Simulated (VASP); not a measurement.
# GaP (F-43m) in VASP: notebook

Runs on GaP. Level: PBE. Tasks: relaxation of cell and atoms.

Everything below comes from runs of VASP 6.6.1. Logs are shortened: lines on timing, memory, paths and dates and some standing lists are left out, and cuts for length are marked.

### Step 1. The structure

The structure is cubic, space group F-43m (No. 216). Conventional cell: a = 5.451 Å, b = 5.451 Å, c = 5.451 Å, α = 90.00°, β = 90.00°, γ = 90.00°. Ga (site symmetry -43m) has 4 P at 2.36 Å as nearest neighbours. P (site symmetry -43m) has 4 Ga at 2.36 Å as nearest neighbours.

### Step 2. Relaxation of cell and atoms, PBE

Input file INCAR:

```
SYSTEM = GaP
  PREC = Accurate
  ENCUT = 520
  EDIFF = 1E-7
  ISMEAR = 0
  SIGMA = 0.02
  LREAL = .FALSE.
  LASPH = .TRUE.
  NELM = 60
  ALGO = Normal
  ISIF = 3
  LWAVE = .FALSE.
  LCHARG = .FALSE.
  GGA = PE
  IBRION = 2
  NSW = 80
  EDIFFG = -0.002
  KPAR = 4
```

Input file KPOINTS:

```
regular mesh
0
G
  10 10 10
  0 0 0
```

Input file POSCAR:

```
GaP
1.0
    0.0000000000      2.7252500000      2.7252500000
    2.7252500000      0.0000000000      2.7252500000
    2.7252500000      2.7252500000      0.0000000000
Ga P
1 1
Direct
    0.0000000000      0.0000000000      0.0000000000
    0.2500000000      0.2500000000      0.2500000000
```

Potentials or basis: VASP PAW PBE potentials, release 64 (Ga_d, P).

On the command line:

```sh
$ cat potpaw_PBE.64/Ga_d/POTCAR potpaw_PBE.64/P/POTCAR > POTCAR
$ mpirun -np 4 vasp_std > vasp.out
```

OUTCAR:

```text
SYSTEM = GaP
   PREC = Accurate
   ENCUT = 520
   EDIFF = 1E-7
   ISMEAR = 0
   LREAL = .FALSE.
   LASPH = .TRUE.
   NELM = 60
   ISIF = 3
   GGA = PE
   IBRION = 2
   NSW = 80
   EDIFFG = -0.002

 ion  position               nearest neighbor table
   1  0.000  0.000  0.000-   2 2.36   2 2.36   2 2.36   2 2.36
   2  0.250  0.250  0.250-   1 2.36   1 2.36   1 2.36   1 2.36

  LATTYP: Found a face centered cubic cell.
 ALAT       =     5.4505000000

  Lattice vectors:

 A1 = (   0.0000000000,   2.7252500000,   2.7252500000)
 A2 = (   2.7252500000,   0.0000000000,   2.7252500000)
 A3 = (   2.7252500000,   2.7252500000,   0.0000000000)

Analysis of symmetry for initial positions (statically):
=====================================================================
 Subroutine PRICEL returns:
 Original cell was already a primitive cell.

 Routine SETGRP: Setting up the symmetry group for a
 face centered cubic supercell.

 Subroutine GETGRP returns: Found 24 space group operations
 (whereof 24 operations were pure point group operations)
 out of a pool of 48 trial point group operations.

The static configuration has the point symmetry T_d .

Analysis of symmetry for dynamics (positions and initial velocities):
=====================================================================
 Subroutine PRICEL returns:
 Original cell was already a primitive cell.

 Routine SETGRP: Setting up the symmetry group for a
 face centered cubic supercell.

 Subroutine GETGRP returns: Found 24 space group operations
 (whereof 24 operations were pure point group operations)
 out of a pool of 48 trial point group operations.

The dynamic configuration has the point symmetry T_d .

 Subroutine INISYM returns: Found 24 space group operations
 (whereof 24 operations are pure point group operations),
 and found     1 'primitive' translations

----------------------------------------------------------------------------------------

                                     Primitive cell

  volume of cell :      40.4808

  direct lattice vectors                    reciprocal lattice vectors
     0.000000000  2.725250000  2.725250000    -0.183469406  0.183469406  0.183469406
     2.725250000  0.000000000  2.725250000     0.183469406 -0.183469406  0.183469406
[... 101 lines left out ...]
   EFERMI_NEDOS =   21; number of points for ismear=-14 and -15
   IALGO  =     38    algorithm
   IMIX   =      4    mixing-type and parameters
     AMIX     =   0.40;   BMIX     =  1.00
     AMIX_MAG =   1.60;   BMIX_MAG =  1.00
  volume/ion in A,a.u.               =      20.24       136.59
  Fermi-wavevector in a.u.,A,eV,Ry     =   1.249538  2.361284 21.243377  1.561344
  Thomas-Fermi vector in A             =   2.383574
   LORBIT       =      0    0 simple, 1 ext, 2 COOP (PROOUT), +10 PAW based schemes
   GGA     = PE    functional components
   LHFCALC =     F    Hartree Fock is set to
   AEXX    =    0.0000 exact exchange contribution
   IVDW    =     0    specifies the selected vdW correction
   LEPSILON=     F    determine dielectric tensor
   LRPA    =     F    only Hartree local field effects (RPA)
 conjugate gradient relaxation of ions
 non-spin polarized calculation
 Gauss-broadening in eV      SIGMA  =   0.02
  energy-cutoff  :      520.00
  volume of cell :       40.48
 maximum number of plane-waves:      1106
 NGX is ok and might be reduce to    30
   NGX = 15   NGY = 15   NGZ = 15

--------------------------------------- Ionic step        1  -------------------------------------------

 number of electron      17.9999989 magnetization

 Free energy of the ion-electron system (eV)
  ---------------------------------------------------
  ext. energy  EPLUGINS =         0.00000000
  ---------------------------------------------------
  free energy    TOTEN  =        -9.11811953 eV

  energy without entropy =       -9.11811953  energy(sigma->0) =       -9.11811953

------------------------ aborting loop because EDIFF is reached ----------------------------------------

  FORCE on cell =-STRESS in cart. coord.  units (eV):
  Direction    XX          YY          ZZ          XY          YZ          ZX
  --------------------------------------------------------------------------------------
  -------------------------------------------------------------------------------------
  Total        0.6269366      0.6269366      0.6269366      0.0000000      0.0000000      0.0000000
  in kB       24.8133357     24.8133357     24.8133357      0.0000000      0.0000000      0.0000000
  external PRESSURE =      24.8133357 kB  Pullay stress =       0.0000000 kB
[... 59 lines left out ...]
--------------------------------------- Ionic step        3  -------------------------------------------

 number of electron      18.0000003 magnetization

 Free energy of the ion-electron system (eV)
  ---------------------------------------------------
  ext. energy  EPLUGINS =         0.00000000
  ---------------------------------------------------
  free energy    TOTEN  =        -9.12746157 eV

  energy without entropy =       -9.12746157  energy(sigma->0) =       -9.12746157

 E-fermi :   4.4327     XC(G=0):  -9.6963

 val. band max:        4.3478008331   @ k =   0.0000   0.0000   0.0000
 cond. band min:       5.9255245483   @ k =   0.0000   0.0000   0.0000
 fundamental gap:      1.5777237152
 Fermi energy:         4.4326984938

 k-point     1 :       0.0000    0.0000    0.0000
  band No.  band energies     occupation
      1     -10.1543      2.00000
      2     -10.1543      2.00000
      3     -10.1543      2.00000
      4     -10.0635      2.00000
      5     -10.0635      2.00000
      6      -7.9206      2.00000
      7       4.3478      2.00000
      8       4.3478      2.00000
      9       4.3478      2.00000
     10       5.9255      0.00000
     11       8.2442      0.00000
     12       8.2442      0.00000
     13       8.2442      0.00000
[... 354 lines left out ...]
  band No.  band energies     occupation
      1     -10.2405      2.00000
      2     -10.1111      2.00000
      3     -10.1093      2.00000
      4     -10.0851      2.00000
      5     -10.0487      2.00000
      6      -6.0224      2.00000
      7      -0.9616      2.00000
      8       1.8601      2.00000
      9       2.1916      2.00000
     10       6.4186      0.00000
     11       7.4686      0.00000
     12      11.8301      0.00000
     13      12.3278      0.00000

 [... further k-points ...]
[... 5 lines left out ...]
  --------------------------------------------------------------------------------------
  -------------------------------------------------------------------------------------
  Total       -0.0000062     -0.0000062     -0.0000062     -0.0000000     -0.0000000      0.0000000
  in kB       -0.0002390     -0.0002390     -0.0002390     -0.0000000     -0.0000000      0.0000000
  external PRESSURE =      -0.0002390 kB  Pullay stress =       0.0000000 kB
[... 17 lines left out ...]
  FREE ENERGIE OF THE ION-ELECTRON SYSTEM (eV)
  ---------------------------------------------------
  free  energy   TOTEN  =        -9.1274615744 eV

  energy  without entropy=       -9.1274615744  energy(sigma->0) =       -9.12746157

 reached required accuracy - stopping structural energy minimisation
```

It took 16 s on 4 MPI ranks of Intel Xeon 6975P-C (Granite Rapids), shared host; peak memory 0.17 GiB.

Results:

```
Free energy                            : -9.1275 eV
Relaxed volume                         : 20.86 Å³/atom
Relaxed cell                           : a = 3.893 Å, b = 3.893 Å, c = 3.893 Å, α = 60.00°, β = 60.00°, γ = 60.00°
Space group after relaxing (to 0.05 Å) : F-43m (No. 216)
Energy gained by relaxing              : 4.7 meV/atom
Ionic steps                            : 3
Pressure after relaxing                : 0.0 GPa
Band gap on the k mesh                 : 1.58 eV, direct
```

Step by step:
```tsv
step	energy change (eV)	largest force (eV/Å)	pressure (GPa)	volume (Å³)
1	0.0000	0.0000	2.48	40.48
2	-0.0072	0.0000	-1.08	42.35
3	-0.0093	0.0000	0.00	41.72
```

Final structure:
```
CELL_PARAMETERS angstrom
0.00000 2.75284 2.75284
2.75284 0.00000 2.75284
2.75284 2.75284 0.00000
ATOMIC_POSITIONS crystal
Ga 0.00000 0.00000 0.00000
P 0.25000 0.25000 0.25000
```

Levels at points of the mesh, in eV from the valence-band top:
```
           k point  band 6  band 7  band 8  band 9  band 10  band 11  band 12  band 13
(0.00, 0.00, 0.00)  -12.27    0.00    0.00    0.00     1.58     3.90     3.90     3.90
(0.50, 0.00, 0.00)  -10.30   -6.46   -1.07   -1.07     1.58     4.73     4.73     8.23
(0.50, 0.50, 0.00)   -9.44   -6.61   -2.58   -2.58     1.72     1.85    10.37    10.37
```

A k mesh can miss the band edges. PBE usually gives volumes a little too large and moduli too small.

### Step 3. Relaxation of cell and atoms, PBE

This run uses another cell than the first one, of 20.86 Å³/atom, 1.031 times its volume.

INCAR is that of step 2.

KPOINTS is that of step 2.

Input file POSCAR:

```
GaP                                     
1.0
   -0.0000000000      2.7528365045      2.7528365045
    2.7528365045      0.0000000000      2.7528365045
    2.7528365045      2.7528365045      0.0000000000
  Ga              P             
     1     1
Direct
     0.0000000000000000    0.0000000000000000    0.0000000000000000
     0.2500000000000000    0.2500000000000000    0.2500000000000000
```

Potentials or basis: VASP PAW PBE potentials, release 64 (Ga_d, P).

On the command line:

```sh
$ cat potpaw_PBE.64/Ga_d/POTCAR potpaw_PBE.64/P/POTCAR > POTCAR
$ mpirun -np 4 vasp_std > vasp.out
```

It took 6 s on 4 MPI ranks of Intel Xeon 6975P-C (Granite Rapids), shared host; peak memory 0.17 GiB.

The run converged. Its results:

* Free energy: -9.1276 eV
* Pressure after relaxing: 0.0 GPa
* Band gap on the k mesh: 1.58 eV, direct

Final structure:
```xyz
2
Lattice="0.0000 2.7528 2.7528 2.7528 0.0000 2.7528 2.7528 2.7528 0.0000" Properties=species:S:1:pos:R:3 pbc="T T T"
Ga    0.0000    0.0000    0.0000
P     1.3764    1.3764    1.3764
```

Levels at points of the mesh, in eV from the valence-band top:
```tsv
k point	band 5	band 6	band 7	band 8	band 9	band 10	band 11	band 12	band 13
(0.00, 0.00, 0.00)	-14.41	-12.27	0.00	0.00	0.00	1.58	3.90	3.90	3.90
(0.50, 0.00, 0.00)	-14.40	-10.30	-6.46	-1.07	-1.07	1.58	4.73	4.73	8.23
(0.50, 0.50, 0.00)	-14.39	-9.44	-6.61	-2.58	-2.58	1.72	1.85	10.37	10.37
```

Caveat: the relaxation stopped at its first step, so nothing moved.
